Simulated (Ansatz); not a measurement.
**Ruthenium, A15 under LDA: structure and ground-state energy**

The plan for ruthenium in the A15 structure: relax it, then solve it on a dense k-mesh. Spin polarisation is left out. The k-meshes are 6×6×6 for the relaxation; 7×7×7 for the dense run.

Computed with Ansatz 0.2.0 (DFT LDA (PW92), plane waves (420 eV) with PAW, scalar-relativistic; PAW files made under PBE, frozen cores solved again for the functional, unless a step says otherwise).

### Step 1. The starting structure

Symmetry: Pm-3n, No. 223, cubic system. The conventional cell has a = 4.769 Å, b = 4.769 Å, c = 4.769 Å, α = 90.00°, β = 90.00°, γ = 90.00°. Around Ru (site symmetry m-3) lie 12 Ru at 2.67 Å. Ru (site symmetry -4m2) has 6 Ru at 2.38 to 2.67 Å as nearest neighbours.

Coordinates:

```xyz
8
Lattice="4.7686 0.0000 0.0000 0.0000 4.7686 0.0000 0.0000 0.0000 4.7686" Properties=species:S:1:pos:R:3 pbc="T T T"
Ru    0.0000    0.0000    0.0000
Ru    2.3843    2.3843    2.3843
Ru    1.1922    0.0000    2.3843
Ru    3.5765    0.0000    2.3843
Ru    2.3843    1.1922    0.0000
Ru    2.3843    3.5765    0.0000
Ru    0.0000    2.3843    1.1922
Ru    0.0000    2.3843    3.5765
```

### Step 2. Relaxing cell and atoms

The input, input.yaml:

```yaml
crystal:
  lattice:
    - [4.7686371176, 0.0, 0.0]
    - [0.0, 4.7686371176, 0.0]
    - [0.0, 0.0, 4.7686371176]
  atoms:
    - { symbol: Ru, position: [0.0, 0.0, 0.0] }
    - { symbol: Ru, position: [0.5, 0.5, 0.5] }
    - { symbol: Ru, position: [0.25, 0.0, 0.5] }
    - { symbol: Ru, position: [0.75, 0.0, 0.5] }
    - { symbol: Ru, position: [0.5, 0.25, 0.0] }
    - { symbol: Ru, position: [0.5, 0.75, 0.0] }
    - { symbol: Ru, position: [0.0, 0.5, 0.25] }
    - { symbol: Ru, position: [0.0, 0.5, 0.75] }
hamiltonian:
  xc: lda
  pseudopotentials:
    kind: paw
    azcp:
      Ru: "pseudopotentials/Ru.paw.azcp"
basis:
  ecutwfc: 420
  fft_grid_basis: typed
kpoints:
  mp_grid: { grid: [6, 6, 6], shift: [0, 0, 0] }
magnetization:
  spin_polarized: false
scf:
  occupations: { method: fermi_dirac, width: 0.1 }
relax:
  max_steps: 60
  f_tol: 0.01
  cell: {}
```

The program printed:

```text
Warning: <dir> the record states the generating functional pbe (its physics header spells it `PBE`), which answers neither for hamiltonian.xc's functional nor for the lda family's — results may be inconsistent (PPs are generated against a specific XC)
Engine: ansatz 0.2.0, x86_64-unknown-linux-gnu
Pseudopotentials: kind: paw
Pseudopotential: Ru, paw, valence charge 16, recommended cutoff 420 eV (normal), <dir>
Functional definition: SPW92
  exchange = slater_x
  correlation = pw_c
Crystal: 8 atoms, lattice volume = 108.438 Å³
Basis set: ecut = 420 eV, 2103 PW (Γ)
Bands: 77, of which v1, the nominal top of the filled ones, is band 64 counted from 1 (63 counted from 0)
Symmetry: 48 space group operations
Space group: Pm-3n (ITA 223), of the structure as read, at distance tolerance 4.8e-5 Å
k-points: 20 of 216
Non-local potential: Ru, projectors of the file, l = 0: 3, l = 1: 2, l = 2: 2, l = 3: 1
PAW form: soft (Blöchl's): semilocal exchange-correlation on the pseudo side does not see the compensation charge
PAW frozen core: Ru, regenerated for the run's functional, and the local potential with it (the file was generated under x = pbe(κ = 0.804, μ = 0.2195149727645171), c = pbe(β = 0.06672455060314922))
PAW one-centre angular grid: Ru, 590 points (default); XC on 64 Gauss nodes
Initial density: superposition of atomic densities (neutral atoms: chi_scale 0, normalization atom), corrected by the library's trained network
Initial wavefunctions: pseudopotential atomic-orbital guess
Functional: x = slater, c = lda
SCF iter   1: F=—  HF=-46063.003400 eV  |F-HF|=—  |Δ(HF+E_count)|=         —  Δρ=9.96e-3  dr2=1.06e-1  ethr=1.77e-3  ⟨swp⟩=5.2  Hψ=4854  notcnv=0
preconditioner: auto → Kerker (q_TF=auto, 2.805 Å⁻¹)  [metal: Δε(μ)=0.044 eV  Ē_g=4.916 eV  σ=0.100 eV  W_gap=0.11  n_scr=32 (ndim 8)  ℏωp=28.5 eV  f_vac=0.000  D(μ)=9.88/eV (n_scr^D=122)]
SCF iter   2: F=—  HF=-46062.998298 eV  |F-HF|=—  |Δ(HF+E_count)|=   5.10e-3  Δρ=4.59e-3  dr2=2.22e-2  ethr=8.31e-5  ⟨swp⟩=1.1  Hψ=1781  notcnv=0
SCF iter   3: F=—  HF=-46062.996744 eV  |F-HF|=—  |Δ(HF+E_count)|=   1.55e-3  Δρ=6.40e-4  dr2=3.24e-4  ethr=1.73e-5  ⟨swp⟩=1.1  Hψ=1593  notcnv=0
SCF iter   4: F=—  HF=-46062.996707 eV  |F-HF|=—  |Δ(HF+E_count)|=   3.76e-5  Δρ=1.08e-4  dr2=1.22e-5  ethr=2.53e-7  ⟨swp⟩=2.1  Hψ=2580  notcnv=0
SCF iter   5: F=—  HF=-46062.996700 eV  |F-HF|=—  |Δ(HF+E_count)|=   6.89e-6  Δρ=3.73e-5  dr2=1.70e-6  ethr=9.55e-9  ⟨swp⟩=2.0  Hψ=2217  notcnv=0
SCF iter   6: F=-46062.996700 eV  HF=-46062.996700 eV  |F-HF|=4.06e-8  |Δ(HF+E_count)|=   1.81e-7  Δρ=7.71e-6  dr2=6.58e-8  ethr=7.81e-11  ⟨swp⟩=3.0  Hψ=6481  notcnv=0
SCF 1 converged in 6 iterations: F = -46062.996700 eV  dr2 = 6.58e-8
relax step   1: F+E_penalty+E_count = -46062.99669962 eV  Δ(F+E_penalty+E_count) = +0.000e0 eV  max|allowed force component| = 9.866e-18 eV/Å  Δτ_max = 0.0000 Å  P = -1.423 GPa  Ω = 108.438 Å³  (6 SCF iters, dr2 threshold 1.00e-7 eV, accepted)
Crystal: 8 atoms, lattice volume = 107.477 Å³
Initial density: handed on by an earlier stage of this run
Initial wavefunctions: those handed on with the density
iter 1 solved again at ethr=4.18e-7 eV; its pass at ethr=3.10e-3 eV (dr2=5.35e-4 eV) is discarded
SCF iter   1: F=—  HF=-46062.996595 eV  |F-HF|=—  |Δ(HF+E_count)|=         —  Δρ=7.01e-4  dr2=4.36e-4  ethr=4.18e-7  ⟨swp⟩=2.0  Hψ=5929  notcnv=0
preconditioner: auto → Kerker (q_TF=auto, 2.809 Å⁻¹)  [metal: Δε(μ)=0.031 eV  Ē_g=4.965 eV  σ=0.100 eV  W_gap=0.08  n_scr=32 (ndim 8)  ℏωp=28.7 eV  f_vac=0.000  D(μ)=9.87/eV (n_scr^D=122)]
SCF iter   2: F=—  HF=-46062.996537 eV  |F-HF|=—  |Δ(HF+E_count)|=   5.74e-5  Δρ=3.88e-4  dr2=1.16e-4  ethr=3.40e-7  ⟨swp⟩=1.1  Hψ=1542  notcnv=0
SCF iter   3: F=—  HF=-46062.996520 eV  |F-HF|=—  |Δ(HF+E_count)|=   1.72e-5  Δρ=5.42e-5  dr2=1.61e-6  ethr=9.09e-8  ⟨swp⟩=2.0  Hψ=1953  notcnv=0
iter 4 did not close the SCF: its close was put off for the readings that it lacked (scf_convergence_deferred on its scf_iter line)
SCF iter   4: F=-46062.996520 eV  HF=-46062.996520 eV  |F-HF|=1.58e-8  |Δ(HF+E_count)|=   2.94e-7  Δρ=7.87e-6  dr2=4.78e-8  ethr=1.26e-9  ⟨swp⟩=2.9  Hψ=2698  notcnv=0
iter 5 did not close the SCF: its close was put off for the readings that it lacked (scf_convergence_deferred on its scf_iter line)
SCF iter   5: F=-46062.996520 eV  HF=-46062.996520 eV  |F-HF|=5.24e-10  |Δ(HF+E_count)|=   1.70e-9  Δρ=1.21e-6  dr2=1.31e-9  ethr=3.73e-11  ⟨swp⟩=2.4  Hψ=2675  notcnv=0
SCF iter   6: F=-46062.996520 eV  HF=-46062.996520 eV  |F-HF|=2.91e-11  |Δ(HF+E_count)|=  1.89e-10  Δρ=3.32e-7  dr2=8.68e-11  ethr=1.02e-12  ⟨swp⟩=1.0  Hψ=4382  notcnv=0
SCF 2 converged in 6 iterations: F = -46062.996520 eV  dr2 = 8.68e-11
relax step   2: F+E_penalty+E_count = -46062.99651995 eV  Δ(F+E_penalty+E_count) = +1.797e-4 eV  max|allowed force component| = 4.749e-17 eV/Å  Δτ_max = 0.0000 Å  P = +1.569 GPa  Ω = 107.477 Å³  energy of the carried Pulay correction = +1.847e-4 eV  (6 SCF iters, dr2 threshold 8.00e-7 eV, rejected (line search))
Crystal: 8 atoms, lattice volume = 107.979 Å³
iter 1 solved again at ethr=1.07e-7 eV; its pass at ethr=3.10e-3 eV (dr2=1.37e-4 eV) is discarded
SCF iter   1: F=—  HF=-46062.998879 eV  |F-HF|=—  |Δ(HF+E_count)|=         —  Δρ=3.66e-4  dr2=1.20e-4  ethr=1.07e-7  ⟨swp⟩=2.0  Hψ=5909  notcnv=0
preconditioner: auto → Kerker (q_TF=auto, 2.807 Å⁻¹)  [metal: Δε(μ)=0.029 eV  Ē_g=4.932 eV  σ=0.100 eV  W_gap=0.07  n_scr=32 (ndim 8)  ℏωp=28.6 eV  f_vac=0.000  D(μ)=9.99/eV (n_scr^D=122)]
SCF iter   2: F=—  HF=-46062.998863 eV  |F-HF|=—  |Δ(HF+E_count)|=   1.66e-5  Δρ=2.02e-4  dr2=3.14e-5  ethr=9.36e-8  ⟨swp⟩=1.1  Hψ=1542  notcnv=0
SCF iter   3: F=—  HF=-46062.998850 eV  |F-HF|=—  |Δ(HF+E_count)|=   1.29e-5  Δρ=2.89e-5  dr2=5.21e-7  ethr=2.45e-8  ⟨swp⟩=2.0  Hψ=1913  notcnv=0
SCF iter   4: F=—  HF=-46062.998851 eV  |F-HF|=—  |Δ(HF+E_count)|=   1.46e-6  Δρ=4.40e-6  dr2=1.42e-8  ethr=4.07e-10  ⟨swp⟩=2.0  Hψ=1913  notcnv=0
SCF iter   5: F=—  HF=-46062.998851 eV  |F-HF|=—  |Δ(HF+E_count)|=  1.67e-10  Δρ=9.03e-7  dr2=4.92e-10  ethr=1.11e-11  ⟨swp⟩=2.0  Hψ=2807  notcnv=0
SCF iter   6: F=-46062.998851 eV  HF=-46062.998851 eV  |F-HF|=1.46e-11  |Δ(HF+E_count)|=  1.02e-10  Δρ=2.09e-7  dr2=4.10e-11  ethr=1.00e-12  ⟨swp⟩=4.0  Hψ=4888  notcnv=0
SCF 3 converged in 6 iterations: F = -46062.998851 eV  dr2 = 4.10e-11
relax step   3: F+E_penalty+E_count = -46062.99885132 eV  Δ(F+E_penalty+E_count) = -2.152e-3 eV  max|allowed force component| = 2.530e-17 eV/Å  Δτ_max = 0.0000 Å  P = -0.012 GPa  Ω = 107.979 Å³  energy of the carried Pulay correction = +8.801e-5 eV  (6 SCF iters, accepted)
Initial wavefunctions: pseudopotential atomic-orbital guess (no wavefunctions were taken with the density)
iter 1 solved again at ethr=4.78e-8 eV; its pass at ethr=3.10e-3 eV (dr2=6.11e-5 eV) is discarded
SCF iter   1: F=—  HF=-46062.998774 eV  |F-HF|=—  |Δ(HF+E_count)|=         —  Δρ=3.58e-6  dr2=2.55e-9  ethr=4.78e-8  ⟨swp⟩=3.0  Hψ=9308  notcnv=0
eigensolver tolerance schedule: the retry pair's looser diagonalisation over-reported the residual by 23970.23 of it (diagonalisation noise at 0.59 of the residual, at the tolerance the schedule requests for it); recorded, not acted on — ethr = c·dr2/N_el stays at c = 1.0e-1
preconditioner: auto → Kerker (q_TF=auto, 2.807 Å⁻¹)  [metal: Δε(μ)=0.030 eV  Ē_g=4.933 eV  σ=0.100 eV  W_gap=0.07  n_scr=32 (ndim 8)  ℏωp=28.6 eV  f_vac=0.000  D(μ)=9.98/eV (n_scr^D=122)]
SCF iter   2: F=—  HF=-46062.998775 eV  |F-HF|=—  |Δ(HF+E_count)|=   6.51e-7  Δρ=1.55e-6  dr2=3.57e-10  ethr=1.99e-12  ⟨swp⟩=3.0  Hψ=3375  notcnv=0
iter 3 did not close the SCF: its close was put off for the readings that it lacked (scf_convergence_deferred on its scf_iter line)
SCF iter   3: F=-46062.998775 eV  HF=-46062.998775 eV  |F-HF|=5.82e-11  |Δ(HF+E_count)|=  2.76e-10  Δρ=6.33e-7  dr2=7.02e-11  ethr=1.00e-12  ⟨swp⟩=1.0  Hψ=1540  notcnv=0
iter 4 did not close the SCF: its close was put off for the readings that it lacked (scf_convergence_deferred on its scf_iter line)
SCF iter   4: F=-46062.998775 eV  HF=-46062.998775 eV  |F-HF|=0.00e0  |Δ(HF+E_count)|=  5.82e-11  Δρ=4.28e-8  dr2=1.84e-12  ethr=1.00e-12  ⟨swp⟩=1.0  Hψ=1540  notcnv=0
iter 5 did not close the SCF: its close was put off for the readings that it lacked (scf_convergence_deferred on its scf_iter line)
SCF iter   5: F=-46062.998775 eV  HF=-46062.998775 eV  |F-HF|=1.46e-11  |Δ(HF+E_count)|=    0.00e0  Δρ=1.61e-8  dr2=3.15e-13  ethr=1.00e-12  ⟨swp⟩=1.0  Hψ=1540  notcnv=0
iter 6 did not close the SCF: its close was put off for the readings that it lacked (scf_convergence_deferred on its scf_iter line)
SCF iter   6: F=-46062.998775 eV  HF=-46062.998775 eV  |F-HF|=7.28e-12  |Δ(HF+E_count)|=  7.28e-12  Δρ=2.74e-9  dr2=1.69e-15  ethr=1.00e-12  ⟨swp⟩=1.0  Hψ=1540  notcnv=0
SCF iter   7: F=-46062.998775 eV  HF=-46062.998775 eV  |F-HF|=1.46e-11  |Δ(HF+E_count)|=  7.28e-12  Δρ=6.56e-10  dr2=4.17e-16  ethr=1.00e-12  ⟨swp⟩=1.4  Hψ=3181  notcnv=0
SCF 4 converged in 7 iterations: F = -46062.998775 eV  dr2 = 4.17e-16
relax step   4: F+E_penalty+E_count = -46062.99877485 eV  Δ(F+E_penalty+E_count) = +7.647e-5 eV  max|allowed force component| = 2.888e-17 eV/Å  Δτ_max = 0.0000 Å  P = -0.013 GPa  Ω = 107.979 Å³  stress off target by 1.28e-2 GPa  SCF on the basis re-selected at this cell (its energy is not comparable with the rows above)  (7 SCF iters)
basis re-selected at this cell: Δ(F+E_penalty+E_count) = +7.647e-5 eV, ΔP = -0.001 GPa vs the last step (what re-selecting the basis moved, of the pressure what is left beyond the Pulay correction that the steps carried, after the strain that the cell walked since its last selection, with what the two solves' SCF thresholds leave and, on support functions, any second-order correction that the steps lacked; it is no measure of the basis error at this ecutwfc). This SCF's stress stands 1.28e-2 GPa from its target on what of the cell is left free (relax.cell.stress_tol is 5.00e-2 GPa) and its largest allowed force component is 2.89e-17 eV/Å (relax.f_tol is 1.00e-2 eV/Å): within both
SCF converged after 7 iterations
Free energy (F): -46062.998775 eV
Harris-Foulkes:  -46062.998775 eV  (|F-HF|=1.46e-11)
Internal energy: -46062.662603 eV  (E = F + TS)
E sigma→0 (E₀):  -46062.830689 eV
Entropy (-TS):   -0.336172 eV (-42.021 meV/atom)
Fermi energy:    23.554196 eV
--- Per-component energies (eV) ---
  E_band       = -432.226712
  E_kinetic    = 4124.606252
  E_local      = -10140.382643  (includes V_loc(G=0)·N_el)
  E_nonlocal   = 2794.091863
  E_hartree    = 3252.040629
  E_xc         = -1517.802410
  E_vxc        = -1913.214803  (∫ρ·V_xc dr)
  E_paw        = -26733.228754  (= ΣΔE_a)
  E_vpaw       = -1801.406622  (= ΣTr[D̂ρ^β])
  E_aug_tail   = -0.002015  (compensation charges beyond the density's cutoff)
  E_ewald      = -17846.559005
  E_core_change = 4.573480  (= ΣΔE_core)
  E_smearing   = -0.336172  (= −TS)
  E_closure    = -0.000000  (closes the sum)
  Σ components = -46062.998775   (vs F -46062.998775, Δ=0.00e0)
--- Forces (eV/Å), atoms counted from 1 ---
  atom   1  Ru     0.00000000    -0.00000000     0.00000000
  atom   2  Ru     0.00000000     0.00000000    -0.00000000
  atom   3  Ru    -0.00000000    -0.00000000     0.00000000
  atom   4  Ru     0.00000000     0.00000000     0.00000000
  atom   5  Ru     0.00000000    -0.00000000    -0.00000000
  atom   6  Ru    -0.00000000     0.00000000     0.00000000
  atom   7  Ru    -0.00000000     0.00000000    -0.00000000
  atom   8  Ru    -0.00000000    -0.00000000    -0.00000000
  max |Σ_I F_I| component: 1.82e-17 eV/Å
--- Stress (GPa, compression-positive) ---
       -0.012819       0.000000       0.000000
        0.000000      -0.012819       0.000000
        0.000000       0.000000      -0.012819
  P = ⅓ Tr σ = -0.0128 GPa (-0.128 kbar)
--- Relaxed structure (3 steps of the walk, 2 accepted, 1 SCFs on fresh bases) ---
  F+E_penalty+E_count = -46062.99877485 eV   max|allowed force component| = 2.888e-17 eV/Å   (the final SCF, on the basis selected at the relaxed cell)
  cell:  # Å, volume = 107.9791 Å³
    - [4.761896584743146, 0.0, 0.0]
    - [6.419766481290786e-35, 4.761896584743146, 0.0]
    - [0.0, 0.0, 4.761896584743146]
  atoms:
    - { symbol: Ru, position: [-1.843859687225681e-36, 2.7279920506191e-37, 5.258779856615134e-38] }
    - { symbol: Ru, position: [0.49999999999999994, 0.49999999999999994, 0.49999999999999994] }
    - { symbol: Ru, position: [0.24999999999999997, -6.721378004236218e-36, 0.49999999999999994] }
    - { symbol: Ru, position: [0.7499999999999999, 5.8996936516401023e-36, 0.49999999999999994] }
    - { symbol: Ru, position: [0.49999999999999994, 0.24999999999999997, 5.258779856615134e-38] }
    - { symbol: Ru, position: [0.49999999999999994, 0.7499999999999999, 5.258779856615134e-38] }
    - { symbol: Ru, position: [2.7838665865956364e-36, 0.49999999999999994, 0.24999999999999997] }
    - { symbol: Ru, position: [1.5217594210080034e-36, 0.49999999999999994, 0.7499999999999999] }
```

Wall time 23 s (2 threads of an x86-64 CPU, shared host); peak memory 0.65 GiB.

Relaxation path:

| step | energy change (meV/atom) | largest force (eV/Å) | pressure (GPa) | volume (Å³/atom) | accepted |
| --- | --- | --- | --- | --- | --- |
| 1 | 0.00 | 0.0000 | -1.42 | 13.555 | yes |
| 2 | 0.02 | 0.0000 | 1.57 | 13.435 | no |
| 3 | -0.27 | 0.0000 | -0.01 | 13.497 | yes |
| 4 | -0.26 | 0.0000 | -0.01 | 13.497 | yes |

Steps that repeat a cell are solved on a basis chosen anew, so their changes of energy are no gain of the relaxation.

The cell of the run, before and after:

|  | before | after | change |
| --- | --- | --- | --- |
| a (Å) | 4.769 | 4.762 | -0.1 % |
| b (Å) | 4.769 | 4.762 | -0.1 % |
| c (Å) | 4.769 | 4.762 | -0.1 % |
| volume (Å³/atom) | 13.555 | 13.497 | -0.4 % |
| shortest distance (Å) | 2.384 | 2.381 | -0.1 % |
| space group (spins left aside) | Pm-3n | Pm-3n | same |

### Step 3. The energy on a finer k-mesh

The input, input.yaml:

```yaml
crystal:
  lattice:
    - [4.7618965847, 0.0, 0.0]
    - [0.0, 4.7618965847, 0.0]
    - [0.0, 0.0, 4.7618965847]
  atoms:
    - { symbol: Ru, position: [1.0, 0.0, 0.0] }
    - { symbol: Ru, position: [0.5, 0.5, 0.5] }
    - { symbol: Ru, position: [0.25, 1.0, 0.5] }
    - { symbol: Ru, position: [0.75, 0.0, 0.5] }
    - { symbol: Ru, position: [0.5, 0.25, 0.0] }
    - { symbol: Ru, position: [0.5, 0.75, 0.0] }
    - { symbol: Ru, position: [0.0, 0.5, 0.25] }
    - { symbol: Ru, position: [0.0, 0.5, 0.75] }
hamiltonian:
  xc: lda
  pseudopotentials:
    kind: paw
    azcp:
      Ru: "pseudopotentials/Ru.paw.azcp"
basis:
  ecutwfc: 420
  fft_grid_basis: typed
kpoints:
  mp_grid: { grid: [7, 7, 7], shift: [0, 0, 0] }
magnetization:
  spin_polarized: false
scf:
  occupations: { method: fermi_dirac, width: 0.1 }
```

The program printed:

```text
Warning: <dir> the record states the generating functional pbe (its physics header spells it `PBE`), which answers neither for hamiltonian.xc's functional nor for the lda family's — results may be inconsistent (PPs are generated against a specific XC)
[... 6 set-up lines as earlier in the session ...]
Crystal: 8 atoms, lattice volume = 107.979 Å³
Basis set: ecut = 420 eV, 2103 PW (Γ)
Bands: 77, of which v1, the nominal top of the filled ones, is band 64 counted from 1 (63 counted from 0)
[... 2 set-up lines as earlier in the session ...]
k-points: 20 of 343
[... 7 set-up lines as earlier in the session ...]
SCF iter   1: F=—  HF=-46063.083603 eV  |F-HF|=—  |Δ(HF+E_count)|=         —  Δρ=1.05e-2  dr2=1.04e-1  ethr=1.77e-3  ⟨swp⟩=5.0  Hψ=4732  notcnv=0
preconditioner: auto → Kerker (q_TF=auto, 2.807 Å⁻¹)  [metal: Δε(μ)=0.021 eV  Ē_g=4.945 eV  σ=0.100 eV  W_gap=0.05  n_scr=32 (ndim 8)  ℏωp=28.6 eV  f_vac=0.000  D(μ)=10.23/eV (n_scr^D=122)]
SCF iter   2: F=—  HF=-46063.078872 eV  |F-HF|=—  |Δ(HF+E_count)|=   4.73e-3  Δρ=5.00e-3  dr2=2.29e-2  ethr=8.16e-5  ⟨swp⟩=1.1  Hψ=1781  notcnv=0
SCF iter   3: F=—  HF=-46063.077092 eV  |F-HF|=—  |Δ(HF+E_count)|=   1.78e-3  Δρ=5.79e-4  dr2=2.39e-4  ethr=1.79e-5  ⟨swp⟩=1.1  Hψ=1541  notcnv=0
SCF iter   4: F=—  HF=-46063.077061 eV  |F-HF|=—  |Δ(HF+E_count)|=   3.11e-5  Δρ=1.14e-4  dr2=1.26e-5  ethr=1.87e-7  ⟨swp⟩=2.1  Hψ=2574  notcnv=0
SCF iter   5: F=—  HF=-46063.077060 eV  |F-HF|=—  |Δ(HF+E_count)|=   9.99e-7  Δρ=3.83e-5  dr2=1.49e-6  ethr=9.86e-9  ⟨swp⟩=2.0  Hψ=2215  notcnv=0
SCF iter   6: F=-46063.077060 eV  HF=-46063.077060 eV  |F-HF|=5.61e-8  |Δ(HF+E_count)|=   1.01e-7  Δρ=7.54e-6  dr2=8.33e-8  ethr=7.81e-11  ⟨swp⟩=1.7  Hψ=4462  notcnv=0
SCF 1 converged in 6 iterations: F = -46063.077060 eV  dr2 = 8.33e-8
SCF converged after 6 iterations
Free energy (F): -46063.077060 eV
Harris-Foulkes:  -46063.077060 eV  (|F-HF|=5.61e-8)
Internal energy: -46062.741291 eV  (E = F + TS)
E sigma→0 (E₀):  -46062.909175 eV
Entropy (-TS):   -0.335769 eV (-41.971 meV/atom)
Fermi energy:    23.547968 eV
--- Per-component energies (eV) ---
  E_band       = -432.111843
  E_kinetic    = 4124.646948
  E_local      = -10140.642836  (includes V_loc(G=0)·N_el)
  E_nonlocal   = 2794.038740
  E_hartree    = 3252.250688
  E_xc         = -1517.826696
  E_vxc        = -1913.246933  (∫ρ·V_xc dr)
  E_paw        = -26733.220595  (= ΣΔE_a)
  E_vpaw       = -1801.397085  (= ΣTr[D̂ρ^β])
  E_aug_tail   = -0.002014  (compensation charges beyond the density's cutoff)
  E_ewald      = -17846.559005
  E_core_change = 4.573480  (= ΣΔE_core)
  E_smearing   = -0.335769  (= −TS)
  E_closure    = 0.000000  (closes the sum)
  Σ components = -46063.077060   (vs F -46063.077060, Δ=0.00e0)
```

It took 4.9 s on 2 threads of an x86-64 CPU, shared host; peak memory 0.62 GiB.

### Step 4. What came out

| quantity | value |
| --- | --- |
| space group (spins left aside) | Pm-3n (No. 223) |
| conventional cell | a = 4.762 Å |
| volume | 13.497 Å³/atom |
| shortest distance | 2.381 Å |
| gap on the mesh | none (levels filled in part) |
| relative to hcp | +434 meV/atom |

**Reading.** The relaxation shrank the cell by 0.4 % in volume. It lies 434 meV/atom above the element's reference form at the same level (hcp, from a run of its own), so it is far from stable. Levels at the Fermi energy are filled in part, as in a metal. The symmetry was held, so the structure may be unstable against distortions that break it.
